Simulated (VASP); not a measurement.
A run of VASP 6.6.1:

File INCAR:

```
SYSTEM = LiF
PREC     = Accurate       ! precision mode
ENCUT    = 600            ! plane-wave cutoff, eV
EDIFF    = 1E-6           ! SCF threshold, eV
ISMEAR   = 0              ! smearing method
SIGMA    = 0.02           ! smearing width, eV
LREAL    = .False.        ! projectors in reciprocal space
LASPH    = .True.         ! aspherical terms in the spheres
NELM     = 120            ! most SCF steps
ALGO     = Normal         ! electronic algorithm
ISIF     = 3              ! what is computed and relaxed
LWAVE    = .False.        ! write WAVECAR
LCHARG   = .False.        ! write CHGCAR
GGA      = CA             ! functional
IBRION   = 2              ! ionic algorithm
NSW      = 60             ! ionic steps
EDIFFG   = -0.005         ! ionic threshold
```

Contents of KPOINTS:

```
Automatic mesh
0
Gamma
  12 12 12
  0 0 0
```

File POSCAR:

```
LiF
1.0
    0.0000000000      2.0100000000      2.0100000000
    2.0100000000      0.0000000000      2.0100000000
    2.0100000000      2.0100000000      0.0000000000
Li F
1 1
Direct
    0.0000000000      0.0000000000      0.0000000000
    0.5000000000      0.5000000000      0.5000000000
```

Potentials or basis: VASP PAW LDA potentials, release 64 (Li_sv, F).

The run is started by

```bash
$ cat potpaw_LDA.64/Li_sv/POTCAR potpaw_LDA.64/F/POTCAR > POTCAR
$ mpirun -np 1 vasp_std > vasp.out
```

Hardware: 1 thread of AMD EPYC 7R43 64-Core Processor (Zen 3), with other jobs on the host.

How long does it take, and how much memory?

It took 37 s on 1 thread of AMD EPYC 7R43 64-Core Processor (Zen 3), with other jobs on the host, peak memory 0.09 GiB. Counts: scf iterations 30, k points 72, ion steps 4.
